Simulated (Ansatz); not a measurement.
Space group P4_2/mnm (No. 136). a = 4.487 Å, b = 4.487 Å, c = 3.161 Å, α = 90.00°, β = 90.00°, γ = 90.00°
```tsv
atom	site	symmetry	x	y	z
Ir	2a	m.mm	0.0000	0.0000	0.0000
O	4f	m.2m	0.3086	0.3086	0.0000
```

Equation of state of this IrO2 structure (not necessarily the ground state), with shape and atoms relaxed at each volume where symmetry leaves them free. It has no gap at any of these volumes. Level of theory: DFT r2SCAN, scalar-relativistic, plane waves, PAW in Ansatz.

Settings: cutoff 500 eV, Γ-centred mesh 8×8×12 on the computed 6-atom cell, Gaussian smearing of 0.10 eV; no spin polarisation.

```
V (Å³/atom) E − E(largest V) (meV/atom) P (GPa)
      9.973                         7.73    20.84
     10.292                       -22.09     9.55
     10.610                       -31.26     0.01
     10.928                       -22.99    -8.05
     11.246                         0.00   -14.83
```

Question: Fit a third-order Birch–Murnaghan equation to E(V).

Answer: V0 = 10.61 Å³/atom, B0 = 292 GPa, B0' = 4.6.

Spin-orbit coupling is left out, which matters for the bands of heavy elements.

Cost: 5 runs of about 12 core-minutes in all, on Arm Neoverse V1 (shared hosts).